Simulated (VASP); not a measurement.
Write the native input for VASP 6.6.1 that does the following.

| Quantity | Value |
| --- | --- |
| Task | band structure |
| Functional | AM05 |
| Potentials or basis | VASP PAW PBE potentials, release 64 (Ir) |
| Cutoff | 520 eV |
| k mesh | 11 × 11 × 6 |
| Occupations | fermi-dirac, width 0.05 eV |
| Spin | no spin polarisation |
| Further INCAR settings | ALGO = Normal; EDIFF = 1e-06; NBANDS = 16 |

The structure of Ir lies in POSCAR:

```
Ir
1.0
    2.7513778946      0.0000000000      0.0000000000
   -1.3756889473      2.3827631521      0.0000000000
    0.0000000000      0.0000000000      4.4622900000
Ir
2
Direct
    0.3333333333      0.6666666667      0.2500000000
    0.6666666667      0.3333333333      0.7500000000
```

This isn't the form of Ir at room conditions, which is fcc.

The input as run:

INCAR

```
SYSTEM = Ir
PREC = Accurate
ENCUT = 520
EDIFF = 1E-6
ISMEAR = -1
SIGMA = 0.05
LREAL = .FALSE.
LASPH = .TRUE.
NELM = 100
ALGO = Normal
ISIF = 2
LWAVE = .FALSE.
LCHARG = .FALSE.
LMAXMIX = 4
GGA = AM
NBANDS = 16
```

KPOINTS

```
Automatic mesh
0
G
  11 11 6
  0 0 0
```

KPOINTS_OPT

```
path GMKGALHA,LM,KH
10
line-mode
reciprocal
 0.0000000000  0.0000000000  0.0000000000  G
 0.5000000000  0.0000000000  0.0000000000  M

 0.5000000000  0.0000000000  0.0000000000  M
 0.3333333333  0.3333333333  0.0000000000  K

 0.3333333333  0.3333333333  0.0000000000  K
 0.0000000000  0.0000000000  0.0000000000  G

 0.0000000000  0.0000000000  0.0000000000  G
 0.0000000000  0.0000000000  0.5000000000  A

 0.0000000000  0.0000000000  0.5000000000  A
 0.5000000000  0.0000000000  0.5000000000  L

 0.5000000000  0.0000000000  0.5000000000  L
 0.3333333333  0.3333333333  0.5000000000  H

 0.3333333333  0.3333333333  0.5000000000  H
 0.0000000000  0.0000000000  0.5000000000  A

 0.5000000000  0.0000000000  0.5000000000  L
 0.5000000000  0.0000000000  0.0000000000  M

 0.3333333333  0.3333333333  0.0000000000  K
 0.3333333333  0.3333333333  0.5000000000  H
```

Potentials or basis: VASP PAW PBE potentials, release 64 (Ir).

Command:

```sh
$ cat potpaw_PBE.64/Ir/POTCAR > POTCAR
$ mpirun -np 1 vasp_std > vasp.out
```

Results of the run:

```
Pressure                : -14.3 GPa
Band gap along the path : none (metal or under the smearing width)
```

Caveat: the PAW data sets were made with another functional, which shifts forces and pressure a little; spin-orbit coupling is left out, which moves the levels of the heavy elements.

Wall time 25 s on 1 thread of Intel(R) Xeon(R) Platinum 8488C (Sapphire Rapids), on a shared host, peak memory 0.17 GiB.
